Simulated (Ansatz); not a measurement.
**SnTe under changes of volume**

One of the cells (31.281 Å³/atom); the others are scaled copies at fixed shape and fractional positions:

```
Te Sn
1.0
     0.00000    3.15085    3.15085
     3.15085    0.00000    3.15085
     3.15085    3.15085    0.00000
Te Sn
1 1
Direct
  0.50000 0.50000 0.50000
  0.00000 0.00000 0.00000
```

```yaml
Program: Ansatz 0.2.0
Functional: exchange-only PBE
Potentials_or_basis: Ansatz PAW
Cutoff: "420 eV (not typed: the program's choice for these potentials)"
k_mesh: 7 × 7 × 7
Occupations: fermi-dirac, width 0.05 eV
Spin: no spin polarisation
```

| volume (Å³/atom) | energy over the lowest point (meV/atom) | pressure (GPa) |
| --- | --- | --- |
| 29.404 | 267.42 | 15.8 |
| 30.030 | 208.99 | 14.1 |
| 30.656 | 156.78 | 12.6 |
| 31.281 | 110.25 | 11.2 |
| 31.907 | 68.90 | 10.0 |
| 32.532 | ? | ? |
| 33.158 | 0.00 | 7.7 |

Problem. What does the run at 32.532 Å³/atom give?

Solution. Energy over the lowest point 32.28 meV/atom; pressure 8.8 GPa.

Worked out: A Birch-Murnaghan fit of order 3 (a polynomial in V^(-2/3)) to the other rows has no minimum within the range. It gives 32.30 meV/atom at 32.532 Å³/atom, against the run's 32.28, and -dE/dV = 8.8 GPa, against 8.8.

Energies are extrapolated to zero smearing.

Caveats: the PAW data sets come from PBE, with cores solved anew for the run's functional, which leaves a small shift of forces and pressure.
